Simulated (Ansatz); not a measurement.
# Dielectric response of BaS (001) films, part 4 of 5

How well do thin rocksalt BaS (001) films screen a perpendicular field?

Ansatz 0.2.0; plane-wave DFT, PBE, Ansatz PAW (the session's first sound run).

So far. Step 17 (Response with the atoms relaxed, 10 atoms, units 5): The induced dipole is that of a conductor 15.87 Å thick. Step 18 (Relaxation, 16 atoms, units 8): The gap is 2.08 eV, with the valence edge 4.23 eV and the conduction edge 2.15 eV under the upper vacuum level.

## 20. The relaxed film, single point, 16 atoms, units 8

The next thickness, treated alike, so that differences show the interior and the faces cancel.

input.yaml reads:

```yaml
crystal:
  lattice:
    - [4.51841233, 0.0, 0.0]
    - [0.0, 4.51841233, 0.0]
    - [0.0, 0.0, 40.365]
  atoms:
    - { symbol: Ba, position: [0.5, 0.5, 0.2221897491] }
    - { symbol: S, position: [0.0, 0.0, 0.2220548373] }
    - { symbol: Ba, position: [0.0, 0.0, 0.3002910908] }
    - { symbol: S, position: [0.5, 0.5, 0.3000222914] }
    - { symbol: Ba, position: [0.5, 0.5, 0.3802620339] }
    - { symbol: S, position: [0.0, 0.0, 0.3804203369] }
    - { symbol: Ba, position: [0.0, 0.0, 0.4601116422] }
    - { symbol: S, position: [0.5, 0.5, 0.4600303526] }
    - { symbol: Ba, position: [0.5, 0.5, 0.5398883594] }
    - { symbol: S, position: [0.0, 0.0, 0.5399696321] }
    - { symbol: Ba, position: [0.0, 0.0, 0.6197379687] }
    - { symbol: S, position: [0.5, 0.5, 0.6195796564] }
    - { symbol: Ba, position: [0.5, 0.5, 0.6997089138] }
    - { symbol: S, position: [0.0, 0.0, 0.6999777108] }
    - { symbol: Ba, position: [0.0, 0.0, 0.7778102561] }
    - { symbol: S, position: [0.5, 0.5, 0.7779451685] }
kpoints:
  mp_grid: { grid: [6, 6, 1] }
hamiltonian:
  xc: pbe
scf:
  occupations: { method: fixed }
  convergence: { dr2_threshold: 1.0e-09 }
efield:
  axis: 3
  dipole_correction: true
  ramp_position: 0.97
  ramp_width: 0.06
output:
  eigenvalues: true
  dos: { projected: true, e_range: [-7, 7] }
  write_potential: true
  write_density: true
  volumetric_format: npy
checkpoint:
  write: end8.run
  compress: false
  write_wavefunctions: false
```

Command:

```console
ansatz run input.yaml --threads 4 --pin off --max-ram 8192MiB --backend cpu --events-out ev --progress --plain --runs-dir out
```

Numbers of over 12 decimals in the logs are rounded to 6 here.

What it wrote:

```text
[...]
Crystal: 16 atoms, lattice volume = 824.094 Å³
Basis set: ecut = 420 eV, 16119 PW (Γ)
Bands: 80, of which v1, the nominal top of the filled ones, is band 64 counted from 1 (63 counted from 0)
Symmetry: 8 space group operations
k-points: 10 of 36
[...]
k-point 0: bands = [... 60 lower, 2.2226, 2.2226, 2.2230, 2.2230, 4.2985, 4.4060, 4.5768, 4.8042, ... 12 higher]
  k-point 1: bands = [... 60 lower, 1.8417, 1.9316, 1.9514, 1.9516, 4.8407, 4.9391, 5.0950, 5.2991, ... 12 higher]
  k-point 2: bands = [... 60 lower, 1.5076, 1.5410, 1.7502, 1.8000, 5.9637, 5.9924, 6.1458, 6.1800, ... 12 higher]
  k-point 9: bands = [... 60 lower, 1.9982, 1.9982, 2.0409, 2.0409, 4.3771, 4.3771, 4.7118, 4.7118, ... 12 higher]
[key lines of the parts left out:]
SCF converged after 8 iterations
Free energy (F): -54846.126187 eV
Fermi energy:    2.222967 eV
Dipole field:    D = -0.000001 V/Å  (p = -0.000004 e·Å, saw-weighted, corrected)
Work function:   Φ+ = 4.2251 eV   Φ− = 4.2250 eV
```

It took 25 s on 4 threads of Arm Neoverse V2, shared host; peak memory 1.8 GiB; 96 s of CPU time.

Running mean over 3.195 Å of the planar mean; the ramp of the sawtooth is left out. Electron's electrostatic potential energy less the highest filled level against z:

z (Å), electron's electrostatic potential energy less the highest filled level (eV) and a bar from the least value:
```
        4       4.22 ##############################
        6       4.09 #############################
        8      -1.19 #####
       10      -2.20 
       12      -2.13 #
       14      -2.02 #
       16      -2.13 #
       18      -2.13 #
       20      -2.05 #
       22      -2.15 
       24      -2.09 #
       26      -2.08 #
       28      -2.13 #
       30      -2.24 
       32      -1.81 ##
       34       3.86 ############################
       36       4.22 ##############################
```

The gap is 2.08 eV, with the valence edge 4.23 eV and the conduction edge 2.15 eV under the upper vacuum level.

## 21. Atoms held, 16 atoms, units 8, field 0.1 V/Å

input.yaml: that of step 20 with these lines changed.

```diff
@@ -28,3 +28,3 @@
   occupations: { method: fixed }
-  convergence: { dr2_threshold: 1.0e-09 }
+  convergence: { dr2_threshold: 1.0e-10 }
 efield:
@@ -34,5 +34,4 @@
   ramp_width: 0.06
+  amplitude: 0.1
 output:
-  eigenvalues: true
-  dos: { projected: true, e_range: [-7, 7] }
   write_potential: true
@@ -40,5 +39 @@
   volumetric_format: npy
-checkpoint:
-  write: end8.run
-  compress: false
-  write_wavefunctions: false
```

What it wrote:

```text
[...]
Crystal: 16 atoms, lattice volume = 824.094 Å³
Basis set: ecut = 420 eV, 16119 PW (Γ)
Bands: 80, of which v1, the nominal top of the filled ones, is band 64 counted from 1 (63 counted from 0)
Symmetry: 8 space group operations
k-points: 10 of 36
[...]
k-point 0: bands = [... 60 lower, 2.1103, 2.1103, 2.4498, 2.4498, 4.2194, 4.4085, 4.5914, 4.8187, ... 12 higher]
  k-point 1: bands = [... 60 lower, 1.8466, 1.9791, 2.0796, 2.1792, 4.7579, 4.9389, 5.1068, 5.1658, ... 12 higher]
  k-point 2: bands = [... 60 lower, 1.5359, 1.6643, 1.7356, 1.9751, 5.6531, 6.0512, 6.0670, 6.2082, ... 12 higher]
  k-point 9: bands = [... 60 lower, 1.9177, 2.2049, 2.2049, 2.2433, 4.3402, 4.3402, 4.7178, 4.7178, ... 12 higher]
[key lines of the parts left out:]
SCF converged after 13 iterations
Free energy (F): -54846.137949 eV
Fermi energy:    2.449835 eV
Dipole field:    D = 0.051656 V/Å  (p = 0.235253 e·Å, saw-weighted, corrected)
```

Elapsed: 28 s, on 4 threads; peak memory 1.8 GiB; 1.8 min of CPU time.

The dipole is 0.235 e·Å, and the gap on the mesh 1.770 eV.

## 22. Single point, 16 atoms, units 8, field -0.1 V/Å

input.yaml: that of step 21 with these lines changed.

```diff
@@ -34,3 +34,3 @@
   ramp_width: 0.06
-  amplitude: 0.1
+  amplitude: -0.1
 output:
```

What it wrote:

```text
[...]
Crystal: 16 atoms, lattice volume = 824.094 Å³
Basis set: ecut = 420 eV, 16119 PW (Γ)
Bands: 80, of which v1, the nominal top of the filled ones, is band 64 counted from 1 (63 counted from 0)
Symmetry: 8 space group operations
k-points: 10 of 36
[...]
k-point 0: bands = [... 60 lower, 2.1103, 2.1103, 2.4498, 2.4498, 4.2194, 4.4085, 4.5914, 4.8187, ... 12 higher]
  k-point 1: bands = [... 60 lower, 1.8466, 1.9791, 2.0796, 2.1792, 4.7579, 4.9389, 5.1068, 5.1658, ... 12 higher]
  k-point 2: bands = [... 60 lower, 1.5359, 1.6643, 1.7356, 1.9751, 5.6531, 6.0512, 6.0670, 6.2082, ... 12 higher]
  k-point 9: bands = [... 60 lower, 1.9177, 2.2050, 2.2050, 2.2433, 4.3402, 4.3402, 4.7178, 4.7178, ... 12 higher]
[key lines of the parts left out:]
SCF converged after 13 iterations
Free energy (F): -54846.137949 eV
Fermi energy:    2.449841 eV
Dipole field:    D = -0.051656 V/Å  (p = -0.235252 e·Å, saw-weighted, corrected)
```

Run time: 28 s. Hardware: 4 threads; peak memory 1.8 GiB; 1.8 min of CPU time.

The dipole is -0.235 e·Å, and the gap on the mesh 1.770 eV.

## 23. Response with the atoms held, 16 atoms, units 8

This step: plane-wave DFT, PBE, Ansatz PAW; response to a field along the normal, atoms held (Ansatz 0.2.0).

Local field over the applied field, running mean. From the potentials at -0.1 and 0.1 V/Å; running mean over 3.195 Å, taken twice. Table of local field over applied field by z:

| z (Å) | local field over applied field |
| --- | --- |
| 5 | 0.945 |
| 6 | 0.827 |
| 7 | 0.631 |
| 8 | 0.414 |
| 9 | 0.259 |
| 10 | 0.192 |
| 11 | 0.188 |
| 12 | 0.198 |
| 13 | 0.209 |
| 14 | 0.213 |
| 15 | 0.212 |
| 16 | 0.210 |
| 17 | 0.209 |
| 18 | 0.210 |
| 19 | 0.210 |
| 20 | 0.211 |
| 21 | 0.211 |
| 22 | 0.210 |
| 23 | 0.209 |
| 24 | 0.210 |
| 25 | 0.211 |
| 26 | 0.213 |
| 27 | 0.212 |
| 28 | 0.203 |
| 29 | 0.191 |
| 30 | 0.186 |
| 31 | 0.225 |
| 32 | 0.347 |
| 33 | 0.549 |
| 34 | 0.763 |
| 35 | 0.912 |

The induced dipole is that of a conductor 20.85 Å thick.

## 24. Relaxing in the field, 16 atoms, units 8, field 0.05 V/Å

This step: plane-wave DFT, PBE, Ansatz PAW (Ansatz 0.2.0).

The same pair of relaxations in the field for this thickness.

input.yaml: that of step 22 with these lines changed.

```diff
@@ -34,3 +34,6 @@
   ramp_width: 0.06
-  amplitude: -0.1
+  amplitude: 0.05
+relax:
+  f_tol: 0.0006
+  max_steps: 70
 output:
```

What it wrote:

```text
[...]
Crystal: 16 atoms, lattice volume = 824.094 Å³
Basis set: ecut = 420 eV, 16119 PW (Γ), exchange–correlation on 64×64×540 points (8 copies of the dense FFT grid, shifted against one another)
Bands: 80, of which v1, the nominal top of the filled ones, is band 64 counted from 1 (63 counted from 0)
Symmetry: 8 space group operations
k-points: 10 of 36
[...]
- { symbol: Ba, position: [0, 0.0, 0.460170] }
    - { symbol: S, position: [0.5, 0.5, 0.459966] }
    - { symbol: Ba, position: [0.5, 0.5, 0.539952] }
    - { symbol: S, position: [0, 0.0, 0.539917] }
    - { symbol: Ba, position: [0, 0.0, 0.619805] }
    - { symbol: S, position: [0.5, 0.5, 0.619504] }
    - { symbol: Ba, position: [0.5, 0.5, 0.699745] }
    - { symbol: S, position: [0, 0.0, 0.699943] }
    - { symbol: Ba, position: [0, 0.0, 0.777895] }
    - { symbol: S, position: [0.5, 0.5, 0.777837] }
[key lines of the parts left out:]
SCF converged after 5 iterations
Free energy (F): -54846.129440 eV
Fermi energy:    2.252615 eV
Dipole field:    D = 0.030872 V/Å  (p = 0.140599 e·Å, saw-weighted, corrected)
```

It took 72 s on 4 threads; peak memory 1.7 GiB.

The relaxation took 5 steps and lowered the energy by 5.8e-4 eV; the largest force on the free atoms ends at 8.5e-5 eV/Å.

The dipole is 0.141 e·Å, and the gap on the mesh 2.043 eV.

## 25. Relaxing in the field, 16 atoms, units 8, field -0.05 V/Å

The opposite sign, again from the field-free geometry; the difference of the two cancels what relaxes without a field.

input.yaml: that of step 24 with these lines changed.

```diff
@@ -34,3 +34,3 @@
   ramp_width: 0.06
-  amplitude: 0.05
+  amplitude: -0.05
 relax:
```

What it wrote:

```text
[...]
Crystal: 16 atoms, lattice volume = 824.094 Å³
Basis set: ecut = 420 eV, 16119 PW (Γ), exchange–correlation on 64×64×540 points (8 copies of the dense FFT grid, shifted against one another)
Bands: 80, of which v1, the nominal top of the filled ones, is band 64 counted from 1 (63 counted from 0)
Symmetry: 8 space group operations
k-points: 10 of 36
[...]
- { symbol: Ba, position: [0, 0.0, 0.460048] }
    - { symbol: S, position: [0.5, 0.5, 0.460083] }
    - { symbol: Ba, position: [0.5, 0.5, 0.539830] }
    - { symbol: S, position: [0, 0.0, 0.540034] }
    - { symbol: Ba, position: [0, 0.0, 0.619668] }
    - { symbol: S, position: [0.5, 0.5, 0.619638] }
    - { symbol: Ba, position: [0.5, 0.5, 0.699654] }
    - { symbol: S, position: [0, 0.0, 0.700017] }
    - { symbol: Ba, position: [0, 0.0, 0.777713] }
    - { symbol: S, position: [0.5, 0.5, 0.778043] }
[key lines of the parts left out:]
SCF converged after 4 iterations
Free energy (F): -54846.129440 eV
Fermi energy:    2.252618 eV
Dipole field:    D = -0.030872 V/Å  (p = -0.140598 e·Å, saw-weighted, corrected)
```

Elapsed: 70 s, on 4 threads; peak memory 1.7 GiB; 4.6 min of CPU time.

The relaxation took 5 steps and lowered the energy by 5.8e-4 eV; the largest force on the free atoms ends at 8.4e-5 eV/Å.

The dipole is -0.141 e·Å, and the gap on the mesh 2.043 eV.

## 26. Response with the atoms relaxed, 16 atoms, units 8

This step: plane-wave DFT, PBE, Ansatz PAW; response to a field along the normal, atoms relaxed (Ansatz 0.2.0).

Local field over the applied field, running mean. From the potentials at -0.05 and 0.05 V/Å; running mean over 3.195 Å, taken twice. Table of local field over applied field by z:

| z (Å) | local field over applied field |
| --- | --- |
| 5 | 0.949 |
| 6 | 0.802 |
| 7 | 0.547 |
| 8 | 0.251 |
| 9 | 0.0630 |
| 10 | -0.00531 |
| 11 | 0.0404 |
| 12 | 0.0746 |
| 13 | 0.0992 |
| 14 | 0.0773 |
| 15 | 0.0576 |
| 16 | 0.0487 |
| 17 | 0.0540 |
| 18 | 0.0625 |
| 19 | 0.0661 |
| 20 | 0.0678 |
| 21 | 0.0672 |
| 22 | 0.0639 |
| 23 | 0.0574 |
| 24 | 0.0488 |
| 25 | 0.0540 |
| 26 | 0.0671 |
| 27 | 0.0935 |
| 28 | 0.0841 |
| 29 | 0.0594 |
| 30 | 0.00847 |
| 31 | 0.0225 |
| 32 | 0.166 |
| 33 | 0.436 |
| 34 | 0.724 |
| 35 | 0.907 |

The induced dipole is that of a conductor 24.92 Å thick.

## 27. Electronic ε from the series

This step: plane-wave DFT, PBE, Ansatz PAW; permittivity from the thickness series, atoms held (Ansatz 0.2.0).

Each added layer adds t(1 − 1/ε) to the dipole term, so the slope against thickness gives ε without a choice of where the film ends.

This step gave:

```
slope                : 0.7903
intercept of the fit : 3.119 Å
ε of the interior    : 4.770
```

Equivalent conductor thickness against distance between the outer atoms:

| distance between the outer atoms (Å) | equivalent conductor thickness (Å) |
| --- | --- |
| 6.34 | 8.13 |
| 12.77 | 13.2 |
| 22.44 | 20.9 |

By hand, from the thinnest and the thickest film: slope = (20.851 − 8.130) / (22.439 − 6.344) = 0.790, so ε = 1/(1 − 0.790) = 4.77.

## 28. Static ε from the series

This step: plane-wave DFT, PBE, Ansatz PAW; permittivity from the thickness series, atoms relaxed (Ansatz 0.2.0).

The same fit for the relaxed films. The nearer its slope lies to 1, the more ε hangs on small errors.

This step gave:

| Quantity | Value |
| --- | --- |
| slope | 0.9322 |
| intercept of the fit | 3.990 Å |
| ε of the interior | 14.75 |

Equivalent conductor thickness against distance between the outer atoms:

| distance between the outer atoms (Å) | equivalent conductor thickness (Å) |
| --- | --- |
| 6.34 | 9.92 |
| 12.78 | 15.9 |
| 22.44 | 24.9 |

By hand, from the thinnest and the thickest film: slope = (24.923 − 9.924) / (22.440 − 6.344) = 0.932, so ε = 1/(1 − 0.932) = 14.7. One nm of such a film has the capacitance of 3.9/14.7 = 0.27 nm of SiO₂ (its equivalent oxide thickness).

## 29. The bulk crystal

This step: plane-wave DFT, PBE, Ansatz PAW (Ansatz 0.2.0).

System of this step: rocksalt BaS. It takes space group Fm-3m (No. 225, cubic). The conventional cell has a = 6.390 Å, b = 6.390 Å, c = 6.390 Å, α = 90.00°, β = 90.00°, γ = 90.00°. Ba has 6 S at 3.19 Å nearest. Nearest to S lie 6 Ba at 3.19 Å. Farther neighbours and most contacts between anions are not listed.

Band edges are better read in the bulk than in a thin slab, where confinement and surface states shift them. The bulk run gives them against its mean potential.

input.yaml reads:

```yaml
crystal:
  lattice:
    - [0.0, 3.195, 3.195]
    - [3.195, 0.0, 3.195]
    - [3.195, 3.195, 0.0]
  atoms:
    - { symbol: Ba, position: [0.0, 0.0, 0.0] }
    - { symbol: S, position: [0.5, 0.5, 0.5] }
kpoints:
  mp_grid: { grid: [8, 8, 8] }
  band_path: { path: [VBM, CBM], npoints: 1 }
hamiltonian:
  xc: pbe
scf:
  occupations: { method: fixed }
  convergence: { dr2_threshold: 1.0e-09 }
output:
  eigenvalues: true
checkpoint:
  write: bulk.run
  compress: false
  write_wavefunctions: false
```

What it wrote:

```text
[...]
Crystal: 2 atoms, lattice volume = 65.229 Å³
Basis set: ecut = 420 eV, 1243 PW (Γ)
Bands: 12, of which v1, the nominal top of the filled ones, is band 8 counted from 1 (7 counted from 0)
Symmetry: 48 space group operations
[...]
k-points: 29 of 512
[...]
SCF iter   1: F=—  HF=-6855.861789 eV  |F-HF|=—  |Δ(HF+E_count)|=         —  Δρ=6.66e-4  dr2=6.88e-4  ethr=1.77e-3  ⟨swp⟩=5.6  Hψ=2079  notcnv=0  defer=45
[...]
SCF iter   7: F=-6855.861337 eV  HF=-6855.861337 eV  |F-HF|=1.12e-10  |Δ(HF+E_count)|=  4.15e-10  Δρ=3.31e-7  dr2=1.53e-10  ethr=6.25e-12  ⟨swp⟩=2.8  Hψ=666  notcnv=0
SCF 1 converged in 7 iterations: F = -6855.861337 eV  dr2 = 1.53e-10
[...]
SCF converged after 7 iterations
Free energy (F): -6855.861337 eV
[...]
Internal energy: -6855.861337 eV  (E = F + TS)
E sigma→0 (E₀):  -6855.861337 eV
Fermi energy:    5.779247 eV
[...]
--- Band table (eV; the first three rows and the last of 29) ---
  k-point 0: bands = [... 4 lower, -4.5086, 5.7792, 5.7792, 5.7792, 9.4629, 9.7453, 9.7453, 9.7453]
  k-point 1: bands = [... 4 lower, -4.1827, 5.3926, 5.5876, 5.5876, 9.7157, 9.9653, 9.9653, 10.0556]
  k-point 2: bands = [... 4 lower, -3.7193, 4.6856, 5.2020, 5.2020, 9.9035, 10.5848, 10.5848, 11.2405]
  k-point 28: bands = [... 4 lower, -3.8667, 4.7233, 5.3555, 5.3555, 10.0752, 10.0752, 12.1402, 12.6953]
```

The job ended after 0.87 s (4 threads; peak memory 0.32 GiB).

This step gave:

| Quantity | Value |
| --- | --- |
| gap on the k-mesh | 2.208 eV |
| gap along the path | 2.208 eV |
| smallest direct gap along the path | 2.313 eV |
| gap, the smaller of path and mesh | 2.208 eV |

The gap is 2.21 eV.

## 30. Band edges against the vacuum, levels PBE

This step: plane-wave DFT, PBE, Ansatz PAW; band edges against the vacuum, bulk levels by PBE (Ansatz 0.2.0).

System of this step: BaS (001), 8 units. The cell holds 16 atoms: 8 Ba and 8 S. Its edges and angles: a = 4.518 Å, b = 4.518 Å, c = 40.365 Å, α = 90.0°, β = 90.0°, γ = 90.0°. It derives from BaS (rocksalt BaS). Vacuum lies along c.

The averaged potential in the middle of the thickest slab ties the bulk's levels to the vacuum level.

align.yaml reads:

```yaml
surface:
  bulk: { run: bulk.run }
  slab: { run: end8.run, axis: 3 }
  face: plus
  period: 3.195
```

Command:

```console
ansatz align-bands align.yaml -- --threads 4 --pin off
```

What it wrote:

```text
plus face
ionisation energy 4.363 eV
electron affinity 2.156 eV
  bulk: levels by pbe on the potential of pbe; from 18.59 to 21.78 Å its average varies by 0.0994 eV and climbs by +0.0000; the bulk's density to 0.89 % (its layers are strained against the bulk's: take a thicker slab or side, or run the bulk at their strain)
  vacuum: slopes by 0.0000 eV/Å; line-up 6.3310 eV
  the slab's own level stands +0.138 eV from the bulk's
  of the slab's run: its band edges are its mesh's, and a band can turn off it. A run with kpoints.band_path: { path: [VBM, CBM], npoints: 1 } finds the zone's; the potential's macroscopic average varies by 0.0994 eV from 18.585 to 21.780 Å, more than 0.03 eV: the crystal is too thin there to have an interior, or the window reaches out of it, or the period is not the layers'
```

It took 0.05 s on 4 threads.

This step gave:

- ionisation energy: 4.363 eV
- electron affinity: 2.156 eV
- slab level shift: 0.1383 eV

Check by hand: ionisation energy less affinity, 4.36 − (2.16) = 2.21 eV, is the bulk gap at this level.

The program warns that the averaged potential varies by 0.10 eV in the slab's middle, which these edges carry as an error.

(Continued in part 5 of 5.)

[Logs are printed without paths, hosts, clocks, repeated set-up lines and the standing remarks that a program may print on its own settings, such as how far it seeks lower states.]

[Hosts, paths, dates, database ids (printed as entryN), source tags and the programs' standing remarks are cut or masked in the printed files.]

[Maps of the electrostatic potential energy from Ansatz leave out the sawtooth potential of an applied field or a dipole correction, so their vacuum need not be flat; planar profiles and work functions include it.]
